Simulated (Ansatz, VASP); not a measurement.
# MgS: VASP beside Ansatz

```xyz
4
Lattice="2.5910 2.5910 0.0000 -2.5910 2.5910 0.0000 0.0000 0.0000 5.1819" Properties=species:S:1:pos:R:3 pbc="T T T"
Mg    0.0000    0.0000    0.0000
Mg    0.0000    2.5910    2.5910
S     0.0000    2.5910    0.0000
S     0.0000    0.0000    2.5910
```

Alike in both runs: task single point; functional PBEsol; k mesh 6 × 6 × 6; occupations gaussian, width 0.02 eV; no spin polarisation.

|  | VASP | Ansatz |
| --- | --- | --- |
| version | VASP 6.6.1 | Ansatz 0.2.0 |
| potentials or method | VASP PAW PBE potentials, release 64 (Mg, S) | scalar-relativistic, plane waves, PAW |
| plane-wave cutoff (eV) | 520 | 420 |
| valence electrons in the cell | 16 | 32 |

```tsv
	VASP	Ansatz	Ansatz less VASP
gap on the k mesh at the Fermi level (eV)	2.73	2.73	-0.003
least direct gap on the mesh (eV)	2.73	2.73	-0.003
pressure (GPa)	-0.2	0.0	+0.20
```

The functional is the same, so the differences come from potentials, cutoffs and numerics. The two sets of potentials don't hold the same shells in valence.

Caveats: the PAW data sets were made with another functional, which shifts forces and pressure a little (VASP). A k mesh can miss the band edges.
